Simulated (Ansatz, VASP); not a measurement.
# Ge: VASP beside Ansatz

```
CELL_PARAMETERS angstrom
1.41283 -2.75340 -0.08383
1.41283 2.75340 -0.08383
-0.16189 0.00000 2.87159
ATOMIC_POSITIONS crystal
Ge 0.50000 0.50000 0.00000
```

Alike in both runs: task single point; functional PBEsol; k mesh 14 × 14 × 12; occupations gaussian, width 0.1 eV; no spin polarisation.

|  | VASP | Ansatz |
| --- | --- | --- |
| version | VASP 6.6.1 | Ansatz 0.2.0 |
| potentials or method | VASP PAW PBE potentials, release 64 (Ge_d) | scalar-relativistic, plane waves, PAW |
| plane-wave cutoff (eV) | 520 | 420 |
| valence electrons in the cell | 14 | 14 |

Ansatz gave:

```
gap on the k mesh at the Fermi level (eV)       : none
pressure (GPa)                                  : -8.8
largest component of the traceless stress (GPa) : 2.24
```

Question: Which values does VASP return?

Answer: gap on the k mesh at the Fermi level (eV): none; pressure (GPa): -8.9; largest component of the traceless stress (GPa): 2.25.

A gap of «none» marks a metal or a gap that the smearing closes. With one functional, cell and mesh, what is left measures potentials, basis and numerics.

Caveats: the PAW data sets were made with another functional, which shifts forces and pressure a little (VASP).
